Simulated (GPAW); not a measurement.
# Pb (Fm-3m) in GPAW: notebook

Aim: see how the results for Pb move with the level of theory and the settings. Levels: optB88-vdW, mBEEF, SOGGA, PBEint. Tasks: equation of state, band structure.

Everything below comes from runs of GPAW 26.7.0. Logs are shortened: lines on timing, memory, paths and dates and some standing lists are left out, and cuts for length are marked. The log counts tension as positive stress, the text compression.

### 1 Starting point

The structure is cubic, space group Fm-3m (No. 225). Conventional cell: a = 4.950 Å, b = 4.950 Å, c = 4.950 Å, α = 90.00°, β = 90.00°, γ = 90.00°. Around Pb (site symmetry m-3m) lie 12 Pb at 3.50 Å.

### 2 Equation of state, optB88-vdW

The input, run.py:

```python
from ase.eos import EquationOfState
from ase.io import Trajectory
from ase.spacegroup import crystal
from ase.units import GPa
from gpaw import GPAW, PW

# Pb 4a
atoms = crystal(['Pb'],
                basis=[[0.0, 0.0, 0.0]],
                spacegroup=225, setting=1,  # Fm-3m
                cellpar=[4.95004, 4.95004, 4.95004, 90.0, 90.0, 90.0],
                primitive_cell=True)

traj = Trajectory('eos.traj', 'w')
volumes, energies = [], []
for x in [0.94, 0.96, 0.98, 1.0, 1.02, 1.04, 1.06]:
    a = atoms.copy()
    a.set_cell(atoms.cell * x**(1 / 3), scale_atoms=True)
    calc = GPAW(mode=PW(600),
                xc={'name': 'optB88-vdW', 'backend': 'libvdwxc'},
                kpts={'size': (9, 9, 9), 'gamma': True},
                occupations={'name': 'fermi-dirac', 'width': 0.05},
                nbands=14,
                convergence={'density': 1e-05, 'energy': 1e-05},
                maxiter=150,
                legacy_gpaw=True,
                txt=f'eos-{x:.2f}.txt')
    a.calc = calc
    energies.append(a.get_potential_energy(force_consistent=True))
    volumes.append(a.get_volume())
    calc.write(f'eos-{x:.2f}.gpw')
    traj.write(a)
    print(f'{x:.2f} {volumes[-1]:10.4f} A^3 {energies[-1]:14.6f} eV', flush=True)

v0, e0, B = EquationOfState(volumes, energies, eos='birchmurnaghan').fit()
print(f'V0 = {v0:.4f} A^3, E0 = {e0:.6f} eV, B0 = {B / GPa:.2f} GPa')
```

Potentials or basis: GPAW PAW data sets (gpaw-data 1.2.1), pw.

On the command line:

```sh
$ OMP_NUM_THREADS=1 python run.py
```

The log of the run:

```text
___ ___ ___ _ _ _
 |   |   |_  | | | |
 | | | | | . | | | |
 |__ |  _|___|_____|  26.7.0
 |___|_|

Input parameters:
  convergence: {density: 1e-05,
                energy: 1e-05}
  kpts: {gamma: True,
         size: (9, 9, 9)}
  maxiter: 150
  mode: {ecut: 600.0,
         name: pw}
  nbands: 14
  occupations: {name: fermi-dirac,
                width: 0.05}
  xc: {backend: libvdwxc,
       name: optB88-vdW}

System changes: positions, numbers, cell, pbc, initial_charges, initial_magmoms

Initialize ...

species:
  Pb:
    name:    Lead
    Z:       82.0
    valence: 14
    core:    68
    charge:  0.0  # [|e|]
    compensation charges:
      type: gauss
      rc: 0.38  # [Å]
      lmax: 2
    cutoffs:
      filter: 2.36  # [Å]
      core: 2.43  # [Å]
    projectors
    | kind |    occ | energy [eV] | rcut [Å] |
    |------|--------|-------------|----------|
    |   6s |  2.000 |     -11.969 |    1.259 |
    |   6p |  2.000 |      -3.506 |    1.275 |
    |   5d | 10.000 |     -21.211 |    1.217 |
    |    s |        |      15.243 |    1.259 |
    |    p |        |      23.705 |    1.275 |
    |    d |        |       6.001 |    1.217 |

    Using partial waves for Pb as LCAO basis

Reference energy: -567274.463364  # eV

Spin-paired calculation

Convergence criteria:
 Maximum [total energy] change in last 3 cyles: 1e-05 eV / valence electron
 Maximum integral of absolute [dens]ity change: 1e-05 electrons / valence electron
 Maximum integral of absolute [eigenst]ate change: 4e-08 eV^2 / valence electron
 Maximum number of scf [iter]ations: 150
 (Square brackets indicate name in SCF output, whereas a 'c' in
 the SCF output indicates the quantity has converged.)

Symmetries present (total): 48

  ( 1  0  0)  ( 1  0  0)  ( 1  0  0)  ( 1  0  0)  ( 1  0 -1)  ( 1  0 -1)
  ( 1  0 -1)  ( 1 -1  0)  ( 0  1  0)  ( 0  0  1)  ( 1  0  0)  ( 1 -1  0)
  ( 1 -1  0)  ( 1  0 -1)  ( 0  0  1)  ( 0  1  0)  ( 1 -1  0)  ( 1  0  0)

  ( 1  0 -1)  ( 1  0 -1)  ( 1 -1  0)  ( 1 -1  0)  ( 1 -1  0)  ( 1 -1  0)
  ( 0  1 -1)  ( 0  0 -1)  ( 1  0  0)  ( 1  0 -1)  ( 0 -1  1)  ( 0 -1  0)
  ( 0  0 -1)  ( 0  1 -1)  ( 1  0 -1)  ( 1  0  0)  ( 0 -1  0)  ( 0 -1  1)

  ( 0  1  0)  ( 0  1  0)  ( 0  1  0)  ( 0  1  0)  ( 0  1 -1)  ( 0  1 -1)
  ( 1  0  0)  ( 0  1 -1)  ( 0  0  1)  (-1  1  0)  ( 1  0 -1)  ( 0  1  0)
  ( 0  0  1)  (-1  1  0)  ( 1  0  0)  ( 0  1 -1)  ( 0  0 -1)  (-1  1  0)

  ( 0  1 -1)  ( 0  1 -1)  ( 0  0  1)  ( 0  0  1)  ( 0  0  1)  ( 0  0  1)
  ( 0  0 -1)  (-1  1  0)  ( 1  0  0)  ( 0  1  0)  ( 0 -1  1)  (-1  0  1)
  ( 1  0 -1)  ( 0  1  0)  ( 0  1  0)  ( 1  0  0)  (-1  0  1)  ( 0 -1  1)

  ( 0  0 -1)  ( 0  0 -1)  ( 0  0 -1)  ( 0  0 -1)  ( 0 -1  1)  ( 0 -1  1)
  ( 1  0 -1)  ( 0  1 -1)  ( 0 -1  0)  (-1  0  0)  ( 1 -1  0)  ( 0  0  1)
  ( 0  1 -1)  ( 1  0 -1)  (-1  0  0)  ( 0 -1  0)  ( 0 -1  0)  (-1  0  1)

  ( 0 -1  1)  ( 0 -1  1)  ( 0 -1  0)  ( 0 -1  0)  ( 0 -1  0)  ( 0 -1  0)
  ( 0 -1  0)  (-1  0  1)  ( 1 -1  0)  ( 0  0 -1)  ( 0 -1  1)  (-1  0  0)
  ( 1 -1  0)  ( 0  0  1)  ( 0 -1  1)  (-1  0  0)  ( 1 -1  0)  ( 0  0 -1)

  (-1  1  0)  (-1  1  0)  (-1  1  0)  (-1  1  0)  (-1  0  1)  (-1  0  1)
  ( 0  1  0)  ( 0  1 -1)  (-1  0  1)  (-1  0  0)  ( 0  0  1)  ( 0 -1  1)
  ( 0  1 -1)  ( 0  1  0)  (-1  0  0)  (-1  0  1)  ( 0 -1  1)  ( 0  0  1)

  (-1  0  1)  (-1  0  1)  (-1  0  0)  (-1  0  0)  (-1  0  0)  (-1  0  0)
  (-1  1  0)  (-1  0  0)  ( 0  0 -1)  ( 0 -1  0)  (-1  1  0)  (-1  0  1)
  (-1  0  0)  (-1  1  0)  ( 0 -1  0)  ( 0  0 -1)  (-1  0  1)  (-1  1  0)

729 k-points: 9 x 9 x 9 Monkhorst-Pack grid
35 k-points in the irreducible part of the Brillouin zone
       k-points in crystal coordinates                weights
   0:     0.00000000    0.00000000    0.00000000          1/729
   1:     0.11111111    0.11111111    0.00000000          6/729
   2:     0.11111111    0.11111111    0.11111111          8/729
   3:     0.22222222    0.11111111    0.11111111         12/729
   4:     0.22222222    0.22222222    0.00000000          6/729
   5:     0.22222222    0.22222222    0.11111111         24/729
   6:     0.22222222    0.22222222    0.22222222          8/729
   7:     0.33333333    0.22222222    0.11111111         24/729
   8:     0.33333333    0.22222222    0.22222222         24/729
   9:     0.33333333    0.33333333   -0.33333333         12/729
          ...
  34:     0.44444444    0.44444444    0.44444444          8/729

Wave functions: Plane wave expansion
  Cutoff energy: 600.000 eV
  Number of coefficients (min, max): 937, 963
  Pulay-stress correction: 0.000000 eV/Ang^3 (de/decut=0.000000)
  Using FFTW library
  ScaLapack parameters: grid=1x1, blocksize=None
  Wavefunction extrapolation:
    Improved wavefunction reuse through dual PAW basis

Occupation numbers: Fermi-Dirac:
  width: 0.0500  # eV

Eigensolver
   Davidson(niter=2)

Densities:
  Coarse grid: 20*20*20 grid
  Fine grid: 40*40*40 grid
  Total Charge: 0.000000

Density mixing:
  Method: separate
  Backend: msr1
  Linear mixing parameter: 0.05
  old densities: 10
  Width of damping distribution: 1.1
  Damping of long wavelength oscillations: 20

Hamiltonian:
  XC and Coulomb potentials evaluated on a 40*40*40 grid
  Using the optB88 Exchange-Correlation functional
  External potential:
    NoExternalPotential

XC parameters: optB88 with libvdwxc
  Mode: serial
  Semilocal: GGA_X_OPTB88_VDW+LDA_C_PW with 2 nearest neighbor stencil
  Corresponding non-local functional: vdW-DF
  Local blocksize: 40 x 40 x 40
  PAW datasets: PBE

Number of atoms: 1
Number of atomic orbitals: 9
Number of bands in calculation: 14
Number of valence electrons: 14
Bands to converge: occupied

... initialized

Initializing position-dependent things.

Density initialized from atomic densities
Creating initial wave functions:
  9 bands from LCAO basis set
  5 bands from random numbers

       Pb

Atomic positions and initial magnetic moments

Positions:
   0 Pb     0.000000    0.000000    0.000000    ( 0.0000,  0.0000,  0.0000)

Unit cell:
           periodic     x           y           z      points  spacing
  1. axis:    yes    0.000000    2.424495    2.424495    20     0.1400
  2. axis:    yes    2.424495    0.000000    2.424495    20     0.1400
  3. axis:    yes    2.424495    2.424495    0.000000    20     0.1400

  Lengths:   3.428754   3.428754   3.428754
  Angles:   60.000000  60.000000  60.000000

Effective grid spacing dv^(1/3) = 0.1527

iter:   1   -59.990521
iter:   2   -59.994925   -1.71  -1.88
iter:   3   -59.993545   -2.14  -1.88
iter:   4   -59.992318   -3.35  -2.41
iter:   5   -59.994210   -3.50  -2.39
iter:   6   -59.993690   -4.42  -2.52
iter:   7   -59.993779   -5.49  -2.62
iter:   8   -59.994432   -4.33  -2.64
iter:   9   -59.994774   -3.72  -2.85
iter:  10   -59.994773   -6.01  -3.28
iter:  11   -59.994773c  -6.20  -3.88
iter:  12   -59.994774c  -6.78  -4.23
iter:  13   -59.994774c  -7.69c -4.44
iter:  14   -59.994774c  -8.70c -5.51c

Converged after 14 iterations.

Dipole moment: (-0.000000, -0.000000, -0.000000) |e|*Ang

Energy contributions relative to reference atoms: (reference = -567274.463364)

Kinetic:        +11.270105
Potential:      -10.081495
External:        +0.000000
XC:             -60.749050
Entropy (-ST):   -0.003486
Local:           -0.432591
SIC:             +0.000000
--------------------------
Free energy:    -59.996517
Extrapolated:   -59.994774

Non-local optB88 correlation energy: 0.831378
Semilocal GGA_X_OPTB88_VDW+LDA_C_PW energy: -85.400432
(Not including atomic contributions)
Showing only first 2 kpts
 Kpt  Band  Eigenvalues  Occupancy
  0     5     -3.84595    2.00000
  0     6     16.06929    0.00000
  0     7     16.06929    0.00000
  0     8     16.06929    0.00000

  1     5     -3.50933    2.00000
  1     6     14.46878    0.00000
  1     7     14.81042    0.00000
  1     8     14.81042    0.00000

Fermi level: 8.10783

No gap
No difference between direct/indirect transitions
Writing to eos-0.94.gpw (mode='')
```

Wall time 67 s (1 thread of Arm Neoverse V1, shared host); peak memory 0.18 GiB.

What came out:

```
Equilibrium volume                      : 31.73 Å³/atom
Bulk modulus                            : 42 GPa
Pressure derivative of the bulk modulus : 5.3 (rough: it moves with the points fitted)
```

Energy against volume, from the lowest point:
```csv
volume (Å³/atom),energy (meV/atom)
28.503,54.02
29.110,34.02
29.716,19.18
30.323,8.93
30.929,2.78
31.535,0.00
32.142,0.64
```

Caveat: the PAW data sets were made with another functional, which shifts forces and pressure a little.

### 3 Band structure, mBEEF, spin-orbit coupling, no magnetisation

The input, run.py:

```python
import numpy as np
from ase.dft.bandgap import bandgap
from ase.io import write
from ase.spacegroup import crystal
from ase.units import GPa
from gpaw import GPAW, PW
from gpaw.spinorbit import soc_eigenstates

# Pb 4a
atoms = crystal(['Pb'],
                basis=[[0.0, 0.0, 0.0]],
                spacegroup=225, setting=1,  # Fm-3m
                cellpar=[4.95004, 4.95004, 4.95004, 90.0, 90.0, 90.0],
                primitive_cell=True)

calc = GPAW(mode=PW(600),
            xc='mBEEF',
            kpts={'size': (9, 9, 9), 'gamma': True},
            occupations={'name': 'fermi-dirac', 'width': 0.05},
            nbands=14,
            convergence={'density': 1e-05, 'energy': 1e-05},
            maxiter=150,
            txt='gpaw.txt')
atoms.calc = calc
energy = atoms.get_potential_energy()
forces = atoms.get_forces()
stress = atoms.get_stress()
calc.write('gs.gpw')
write('result.traj', atoms)
print(f'Energy: {energy:.6f} eV')
print('Forces (eV/A):')
print(forces.round(4))
print('Stress (GPa):', (stress / GPa).round(3))
print('Fermi level:', round(calc.get_fermi_level(), 4), 'eV')
print(f'Gap: {bandgap(calc)[0]:.4f} eV, direct: {bandgap(calc, direct=True)[0]:.4f} eV')

path = atoms.cell.bandpath('GXWKGLUWLK,UX', npoints=100, eps=1e-4)
bs_calc = calc.fixed_density(kpts=path, symmetry='off', nbands=23,
                             convergence={'bands': 'CBM+6.0', 'eigenstates': 1e-6}, txt='bands.txt')
bs = bs_calc.band_structure()
bs.write('bs.json')
print(f'Gap on the path: {bandgap(bs_calc)[0]:.4f} eV')

soc = soc_eigenstates(bs_calc, theta=0, phi=0, ignore_xc_potential=True)
np.savetxt('soc_bands.dat', soc.eigenvalues(), fmt='%.4f')
mesh = soc_eigenstates('gs.gpw', theta=0, phi=0, ignore_xc_potential=True)
np.savetxt('soc_mesh.dat', mesh.eigenvalues(), fmt='%.4f')
print('Fermi level with spin-orbit coupling:', round(mesh.fermi_level, 4), 'eV')
```

Potentials or basis: GPAW PAW data sets (gpaw-data 1.2.1), pw.

On the command line:

```sh
$ OMP_NUM_THREADS=1 python run.py
```

gpaw.txt:

```text
__  _  _
 | _ |_)|_||  |
 |__||  | ||/\| - 26.7.0

Input parameters:
  mode=PW(ecut=600.0),
  convergence={'density': 1e-05, 'energy': 1e-05},
  kpts=MonkhorstPack(size=(9, 9, 9), gamma=True),
  maxiter=150,
  nbands=14,
  occupations=Occupations(name='fermi-dirac', width=0.05),
  xc=XC(name='mBEEF')

Diagonalizing LCAO Hamiltonian
Converting LCAO to pw mode

       Pb

Atoms  # Å, Bohr magnetons
|   | symbol |        x |        y |        z |    initial magnetic moments |
|---|--------|----------|----------|----------|-----------------------------|
| 0 |     Pb | 0.000000 | 0.000000 | 0.000000 | ( 0.0000,  0.0000,  0.0000) |

Unit cell  # Å
| periodic |        x |        y |        z |  lengths |    angles |
|----------|----------|----------|----------|----------|-----------|
|      yes | 0.000000 | 2.475020 | 2.475020 | 3.500207 | 60.000000 |
|      yes | 2.475020 | 0.000000 | 2.475020 | 3.500207 | 60.000000 |
|      yes | 2.475020 | 2.475020 | 0.000000 | 3.500207 | 60.000000 |

Number of symmetries: 48
Symmetry operations  # r_c * U_cc + t_c -> r_c
|    | kind |            matrix            |
|----|------|------------------------------|
|  0 |  σ   |  1, 0, 0,  1, 0,-1,  1,-1, 0 |
|  1 |  C2  |  1, 0, 0,  1,-1, 0,  1, 0,-1 |
|  2 |  E   |  1, 0, 0,  0, 1, 0,  0, 0, 1 |
|  3 |  σ   |  1, 0, 0,  0, 0, 1,  0, 1, 0 |
|  4 |  C4  |  1, 0,-1,  1, 0, 0,  1,-1, 0 |
|  5 |  S6  |  1, 0,-1,  1,-1, 0,  1, 0, 0 |
|  6 |  σ   |  1, 0,-1,  0, 1,-1,  0, 0,-1 |
|  7 |  C3  |  1, 0,-1,  0, 0,-1,  0, 1,-1 |
|  8 |  S6  |  1,-1, 0,  1, 0, 0,  1, 0,-1 |
|  9 |  C4  |  1,-1, 0,  1, 0,-1,  1, 0, 0 |
| 10 |  C3  |  1,-1, 0,  0,-1, 1,  0,-1, 0 |
[... 148 lines left out ...]
|iter:   1| | -329.949942 | -0.32 |       |
|iter:   2| | -325.353315 | -0.29 | -1.81 |
|iter:   3| | -325.365953 | -2.61 | -1.76 |
|iter:   4| | -325.351505 | -2.31 | -1.80 |
|iter:   5| | -325.352547 | -3.77 | -2.53 |
|iter:   6| | -325.351536 | -4.06 | -2.51 |
|iter:   7| | -325.351544 | -4.53 | -2.95 |
|iter:   8| | -325.351589c| -5.64 | -3.03 |
|iter:   9| | -325.351547c| -5.64 | -3.08 |
|iter:  10| | -325.351543c| -6.49 | -3.24 |
|iter:  11| | -325.351518c| -5.36 | -3.30 |
|iter:  12| | -325.351524c| -5.89 | -3.83 |
|iter:  13| | -325.351524c| -8.05c| -4.90 |
|iter:  14| | -325.351524c| -7.77c| -5.22c|

Converged in 14 steps
Energy contributions relative to reference atoms: (reference = -567274.463364)

Energy contributions:
  Kinetic:          41.496259
  Coulomb:         -39.196414
  Zero:             -0.319307
  External:          0.000000
  Xc:             -327.330210
  Entropy:          -0.003702
  Spinorbit:         0.000000
  ----------------------------
  Free energy:    -325.353376
  Extrapolated:   -325.351524

dipole moment: (-20.681435, -20.681435, -20.681435)  # |e|*Ang

Fermi level: 6.906
Eigenvalues  # (at kpt = [0.000, 0.000, 0.000])
| band index |      eig [eV] | occ [0-2] |
|------------|---------------|-----------|
|          0 |       -10.488 |     2.000 |
|          1 |       -10.488 |     2.000 |
|          2 |       -10.488 |     2.000 |
|          3 |       -10.343 |     2.000 |
|          4 |       -10.343 |     2.000 |
|          5 |        -4.997 |     2.000 |
|          6 |        14.789 |     0.000 |
|          7 |        14.789 |     0.000 |
|          8 |        14.789 |     0.000 |
|          9 |        17.586 |     0.000 |
|         10 |        19.540 |     0.000 |
|         11 |        20.074 |     0.000 |
|         12 |        20.074 |     0.000 |
|         13 |        20.074 |     0.000 |

No gap
No difference between direct/indirect transitions

Forces  # eV/Ang
|       x |       y |       z |
|---------|---------|---------|
| 0.00000 | 0.00000 | 0.00000 |  # Pb   0

Stress tensor  # eV/Ang^3
|         x |         y |         z |
|-----------|-----------|-----------|
|  0.000597 | -0.000000 | -0.000000 |
| -0.000000 |  0.000597 | -0.000000 |
| -0.000000 | -0.000000 |  0.000597 |

# Writing to gs.gpw (mode='')
```

Run time: 74 s. Hardware: 1 thread of Arm Neoverse V1, shared host; peak memory 0.35 GiB.

What came out:

```yaml
Free_energy: -325.3534 eV
Pressure: -0.1 GPa
Band_gap_along_the_path: none (metal or under the smearing width)
```

Levels at the corners of the path, in eV from the Fermi level:
| point | band 12 | band 13 | band 14 | band 15 | band 16 | band 17 |
| --- | --- | --- | --- | --- | --- | --- |
| Γ | -11.98 | 4.80 | 4.80 | 9.17 | 9.17 | 9.17 |
| X | -6.59 | -3.66 | -3.66 | 1.45 | 1.45 | 3.06 |
| W | -6.48 | -2.40 | -2.40 | -0.79 | -0.79 | 0.69 |
| K | -6.69 | -2.83 | -2.83 | -0.98 | -0.98 | 3.27 |
| Γ | -11.98 | 4.80 | 4.80 | 9.17 | 9.17 | 9.17 |
| L | -8.12 | -4.44 | -4.44 | 4.55 | 4.55 | 7.05 |
| U | -6.69 | -2.82 | -2.82 | -0.98 | -0.98 | 3.27 |
| W | -6.48 | -2.40 | -2.40 | -0.79 | -0.79 | 0.69 |
| L | -8.12 | -4.44 | -4.44 | 4.55 | 4.55 | 7.05 |
| K | -6.69 | -2.83 | -2.83 | -0.98 | -0.98 | 3.27 |
| U | -6.69 | -2.82 | -2.82 | -0.98 | -0.98 | 3.27 |
| X | -6.59 | -3.66 | -3.66 | 1.45 | 1.45 | 3.06 |

Caveat: spin-orbit coupling was added after a scalar SCF, so levels and gaps hold it while energy, forces, pressure and moments don't; this program's spin-orbit splittings come out too wide for heavy elements; the PAW data sets were made with another functional, which shifts forces and pressure a little.

(Part 1 of 2 ends here.)
